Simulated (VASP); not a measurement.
# GaP (F-43m) in VASP: notebook, part 2 of 2

VASP 6.6.1.

## Step 5: Band structure, r2SCAN-EpsX

File POSCAR:

```
GaP
1.0
    0.0000000000      2.7252500000      2.7252500000
    2.7252500000      0.0000000000      2.7252500000
    2.7252500000      2.7252500000      0.0000000000
Ga P
1 1
Direct
    0.0000000000      0.0000000000      0.0000000000
    0.7500000000      0.7500000000      0.7500000000
```

File INCAR.step1:

```
PREC     = Accurate       # precision mode
ENCUT    = 520            # plane-wave cutoff, eV
EDIFF    = 1E-8           # SCF threshold, eV
ISMEAR   = 0              # smearing method
SIGMA    = 0.02           # smearing width, eV
LREAL    = F              # projectors in reciprocal space
LASPH    = T              # aspherical terms in the spheres
NELM     = 80             # most SCF steps
ALGO     = Normal         # electronic algorithm
ISIF     = 2              # what is computed and relaxed
LWAVE    = F              # write WAVECAR
LCHARG   = F              # write CHGCAR
GGA      = PE             # functional
LEPSILON = T              # dielectric tensor by DFPT
KPAR     = 4
```

File KPOINTS.step1:

```
Automatic mesh
0
G
  8 8 8
  0 0 0
```

File INCAR.step2:

```
PREC     = Accurate       # precision mode
ENCUT    = 520            # plane-wave cutoff, eV
EDIFF    = 1E-5           # SCF threshold, eV
ISMEAR   = 0              # smearing method
SIGMA    = 0.02           # smearing width, eV
LREAL    = F              # projectors in reciprocal space
LASPH    = T              # aspherical terms in the spheres
NELM     = 80             # most SCF steps
ALGO     = Normal         # electronic algorithm
ISIF     = 2              # what is computed and relaxed
LWAVE    = T              # write WAVECAR
LCHARG   = F              # write CHGCAR
GGA      = PE             # functional
KPAR     = 4
```

File KPOINTS.step2:

```
regular mesh
0
Gamma
  6 6 6
```

File INCAR.step3:

```
PREC     = Accurate       # precision mode
ENCUT    = 520            # plane-wave cutoff, eV
EDIFF    = 1E-6           # SCF threshold, eV
ISMEAR   = 0              # smearing method
SIGMA    = 0.02           # smearing width, eV
LREAL    = F              # projectors in reciprocal space
LASPH    = T              # aspherical terms in the spheres
NELM     = 80             # most SCF steps
ALGO     = Normal         # electronic algorithm
ISIF     = 2              # what is computed and relaxed
LWAVE    = F              # write WAVECAR
LCHARG   = F              # write CHGCAR
METAGGA  = R2SCAN         # meta-GGA
LHFCALC  = T              # exact exchange
AEXX     = 0.0895         # exact-exchange fraction
LMIXTAU  = T            
PRECFOCK = Fast         
HFRCUT   = -1           
ISTART   = 1            
KPAR     = 4
```

File KPOINTS.step3:

```
regular mesh
0
Gamma
  6 6 6
```

File KPOINTS_OPT:

```
path GXWKGLUWLK,UX
12
line-mode
reciprocal
 0.0000000000  0.0000000000  0.0000000000  G
 0.5000000000  0.0000000000  0.5000000000  X

 0.5000000000  0.0000000000  0.5000000000  X
 0.5000000000  0.2500000000  0.7500000000  W

 0.5000000000  0.2500000000  0.7500000000  W
 0.3750000000  0.3750000000  0.7500000000  K

 0.3750000000  0.3750000000  0.7500000000  K
 0.0000000000  0.0000000000  0.0000000000  G

 0.0000000000  0.0000000000  0.0000000000  G
 0.5000000000  0.5000000000  0.5000000000  L

 0.5000000000  0.5000000000  0.5000000000  L
 0.6250000000  0.2500000000  0.6250000000  U

 0.6250000000  0.2500000000  0.6250000000  U
 0.5000000000  0.2500000000  0.7500000000  W

 0.5000000000  0.2500000000  0.7500000000  W
 0.5000000000  0.5000000000  0.5000000000  L

 0.5000000000  0.5000000000  0.5000000000  L
 0.3750000000  0.3750000000  0.7500000000  K

 0.6250000000  0.2500000000  0.6250000000  U
 0.5000000000  0.0000000000  0.5000000000  X
```

Potentials or basis: VASP PAW PBE potentials, release 64 (Ga_d, P).

Run with:

```console
cat potpaw_PBE.64/Ga_d/POTCAR potpaw_PBE.64/P/POTCAR > POTCAR
cp INCAR.step1 INCAR
cp KPOINTS.step1 KPOINTS
mpirun -np 4 vasp_std > vasp.out
cp INCAR.step2 INCAR
cp KPOINTS.step2 KPOINTS
mpirun -np 4 vasp_std > vasp.out
cp INCAR.step3 INCAR
cp KPOINTS.step3 KPOINTS
mpirun -np 4 vasp_std > vasp.out
```

OUTCAR:

```text
PREC = Accurate
   ENCUT = 520
   EDIFF = 1E-6
   ISMEAR = 0
   LREAL = F
   LASPH = T
   NELM = 80
   ISIF = 2
   METAGGA = R2SCAN
   LHFCALC = T
   AEXX = 0.0895
   PRECFOCK = Fast
   ISTART = 1

 ion  position               nearest neighbor table
   1  0.000  0.000  0.000-   2 2.36   2 2.36   2 2.36   2 2.36
   2  0.750  0.750  0.750-   1 2.36   1 2.36   1 2.36   1 2.36

  LATTYP: Found a face centered cubic cell.
 ALAT       =     5.4505000000

  Lattice vectors:

 A1 = (   0.0000000000,   2.7252500000,   2.7252500000)
 A2 = (   2.7252500000,   0.0000000000,   2.7252500000)
 A3 = (   2.7252500000,   2.7252500000,   0.0000000000)

Analysis of symmetry for initial positions (statically):
=====================================================================
 Subroutine PRICEL returns:
 Original cell was already a primitive cell.

 Routine SETGRP: Setting up the symmetry group for a
 face centered cubic supercell.

 Subroutine GETGRP returns: Found 24 space group operations
 (whereof 24 operations were pure point group operations)
[... 174 lines left out ...]
      1     -11.6606      2.00000
      2     -11.6606      2.00000
      3     -11.6606      2.00000
      4     -11.5491      2.00000
      5     -11.5491      2.00000
      6      -9.2271      2.00000
      7       4.2260      2.00000
      8       4.2260      2.00000
      9       4.2260      2.00000
     10       7.0556      0.00000
     11       8.9206      0.00000
     12       8.9207      0.00000
     13       8.9207      0.00000
[... 226 lines left out ...]
  band No.  band energies     occupation
      1     -11.7629      2.00000
      2     -11.6130      2.00000
      3     -11.5974      2.00000
      4     -11.5709      2.00000
      5     -11.5358      2.00000
      6      -5.9887      2.00000
      7      -2.7886      2.00000
      8       0.6071      2.00000
      9       0.7412      2.00000
     10       8.4770      0.00000
     11       8.7356      0.00000
     12      12.8909      0.00000
     13      12.9128      0.00000

------------------------ aborting loop because EDIFF is reached ----------------------------------------

  FORCE on cell =-STRESS in cart. coord.  units (eV):
  Direction    XX          YY          ZZ          XY          YZ          ZX
  --------------------------------------------------------------------------------------
  -------------------------------------------------------------------------------------
  Total       -0.0809710     -0.0809710     -0.0809710     -0.0000000      0.0000000      0.0000000
  in kB       -3.2047254     -3.2047254     -3.2047254     -0.0000000      0.0000000      0.0000000
  external PRESSURE =      -3.2047254 kB  Pullay stress =       0.0000000 kB

 VOLUME and BASIS-vectors are now :
 -----------------------------------------------------------------------------
  energy-cutoff  :      520.00
  volume of cell :       40.48
      direct lattice vectors                 reciprocal lattice vectors
     0.000000000  2.725250000  2.725250000    -0.183469406  0.183469406  0.183469406
     2.725250000  0.000000000  2.725250000     0.183469406 -0.183469406  0.183469406
     2.725250000  2.725250000  0.000000000     0.183469406  0.183469406 -0.183469406

 POSITION                                       TOTAL-FORCE (eV/Angst)
 -----------------------------------------------------------------------------------
      0.00000      0.00000      0.00000         0.000000      0.000000      0.000000
      4.08788      4.08788      4.08788        -0.000000     -0.000000     -0.000000
 -----------------------------------------------------------------------------------
    total drift:                               -0.000060     -0.000009     -0.000030

  FREE ENERGIE OF THE ION-ELECTRON SYSTEM (eV)
  ---------------------------------------------------
  free  energy   TOTEN  =       -21.2997396100 eV

  energy  without entropy=      -21.2997396100  energy(sigma->0) =      -21.29973961
```

OUTCAR.step1:

```text
PREC = Accurate
   ENCUT = 520
   EDIFF = 1E-8
   ISMEAR = 0
   LREAL = F
   LASPH = T
   NELM = 80
   ISIF = 2
   GGA = PE
   LEPSILON = T

 ion  position               nearest neighbor table
[... 666 lines left out ...]
  x     0.00000     0.00000     0.00000     0.00000     0.81662     0.00000
  y     0.00000     0.00000    -0.00000     0.00000     0.00000     0.81662
  z     0.00000     0.00000     0.00000     0.81662     0.00000     0.00000

 BORN EFFECTIVE CHARGES (including local field effects) (in |e|, cummulative output)
 ---------------------------------------------------------------------------------
 ion    1
    1     2.22311     0.00000     0.00000
    2     0.00000     2.22311     0.00000
    3     0.00000     0.00000     2.22311
 ion    2
    1    -2.22311     0.00000    -0.00000
    2    -0.00000    -2.22311     0.00000
    3     0.00000    -0.00000    -2.22311
```

OUTCAR.step2:

```text
PREC = Accurate
   ENCUT = 520
   EDIFF = 1E-5
   ISMEAR = 0
   LREAL = F
   LASPH = T
[... 467 lines left out ...]
 -----------------------------------------------------------------------------------
      0.00000      0.00000      0.00000        -0.000000      0.000000      0.000000
      4.08788      4.08788      4.08788         0.000000     -0.000000     -0.000000
 -----------------------------------------------------------------------------------
    total drift:                               -0.000002     -0.000002     -0.000002

  FREE ENERGIE OF THE ION-ELECTRON SYSTEM (eV)
  ---------------------------------------------------
  free  energy   TOTEN  =        -9.1023674156 eV

  energy  without entropy=       -9.1023674156  energy(sigma->0) =       -9.10236742
```

Wall time 14 min (4 MPI ranks of AMD EPYC 9R45 (Zen 5), shared host); peak memory 0.26 GiB.

Results:

- Free energy: -21.2997 eV
- Pressure: -0.3 GPa
- Band gap on the k mesh: 2.33 eV, indirect (least direct gap 2.83 eV)
- Band gap along the path: 2.29 eV, indirect (least direct gap 2.83 eV)

Levels at the corners of the path, in eV from the valence-band top:
```
point  band 7  band 8  band 9  band 10  band 11  band 12
    Γ    0.00    0.00    0.00     2.83     4.69     4.69
    X   -7.18   -2.89   -2.89     2.33     2.55    12.02
    X   -7.18   -2.89   -2.89     2.33     2.55    12.02
    W   -6.95   -3.84   -3.65     5.53     5.89     7.08
    W   -6.95   -3.84   -3.65     5.53     5.89     7.08
    K   -6.95   -4.21   -2.43     2.92     5.72     9.40
    K   -6.95   -4.21   -2.43     2.92     5.72     9.40
    Γ    0.00    0.00    0.00     2.83     4.69     4.69
    Γ    0.00    0.00    0.00     2.83     4.69     4.69
    L   -7.08   -1.21   -1.21     2.51     5.57     5.57
    L   -7.08   -1.21   -1.21     2.51     5.57     5.57
    U   -6.95   -4.21   -2.43     2.92     5.72     9.40
    U   -6.95   -4.21   -2.43     2.92     5.72     9.40
    W   -6.95   -3.84   -3.65     5.53     5.89     7.08
    W   -6.95   -3.84   -3.65     5.53     5.89     7.08
    L   -7.08   -1.21   -1.21     2.51     5.57     5.57
    L   -7.08   -1.21   -1.21     2.51     5.57     5.57
    K   -6.95   -4.21   -2.43     2.92     5.72     9.40
    U   -6.95   -4.21   -2.43     2.92     5.72     9.40
    X   -7.18   -2.89   -2.89     2.33     2.55    12.02
```

Caveat: the PAW data sets were made with another functional, which shifts forces and pressure a little.

## Step 6: Overview

```csv
level,screening parameter,exchange at q = 0,share of exact exchange,gap on the mesh (eV),pressure (GPa)
HSE06,0.2 1/A,-,-,2.31,0.6
HSE03,-,-,-,2.13,0.8
PBE0,-,truncated,-,2.96,0.3
r2SCAN-EpsX,-,truncated,0.0895,2.33,-0.3
```

Alike in all rows: task band structure; potentials or basis VASP PAW PBE potentials, release 64 (Ga_d, P); no spin polarisation; cell as given; k mesh 6 × 6 × 6; cutoff (eV) 520; smearing gaussian 0.02 eV.

On the cell as given the gap runs from 2.10 eV (HSE03) to 2.94 eV (PBE0). The pressure there spans -0.3 GPa (r2SCAN-EpsX) to 0.8 GPa (HSE03); a positive pressure means that this level wants a larger cell, a negative one a smaller.

Caveats: the PAW data sets were made with another functional, which shifts forces and pressure a little.

Absolute energies hang on the potentials; compare differences alone.

## Step 7: Comparison with measurements

Step 2. Measured gap of GaP: 2.34 eV (indirect; 10 K; quoted in “Stacking defects in GaP nanowires: Electronic structure and optical properties”, 2018, arxiv:1810.01194). This calculation gives 2.28 eV (-0.06 eV). Spin-orbit coupling on Ga is left out. The value is that of HSE06, without temperature or zero-point motion.

Step 3. Measured gap of GaP: 2.34 eV (indirect; 10 K; quoted in “Stacking defects in GaP nanowires: Electronic structure and optical properties”, 2018, arxiv:1810.01194). This calculation gives 2.10 eV (-0.24 eV). Spin-orbit coupling on Ga is left out. The value is that of HSE03, without temperature or zero-point motion.

Step 4. Against the measured gap of GaP, 2.34 eV (indirect; 10 K; quoted in “Stacking defects in GaP nanowires: Electronic structure and optical properties”, 2018, arxiv:1810.01194), the calculated 2.94 eV is off by +0.60 eV. Spin-orbit coupling on Ga is left out. The value is that of PBE0, without temperature or zero-point motion.

Step 5. Measured gap of GaP: 2.34 eV (indirect; 10 K; quoted in “Stacking defects in GaP nanowires: Electronic structure and optical properties”, 2018, arxiv:1810.01194). This calculation gives 2.29 eV (-0.05 eV). Spin-orbit coupling on Ga is left out. The value is that of r2SCAN-EpsX, without temperature or zero-point motion.
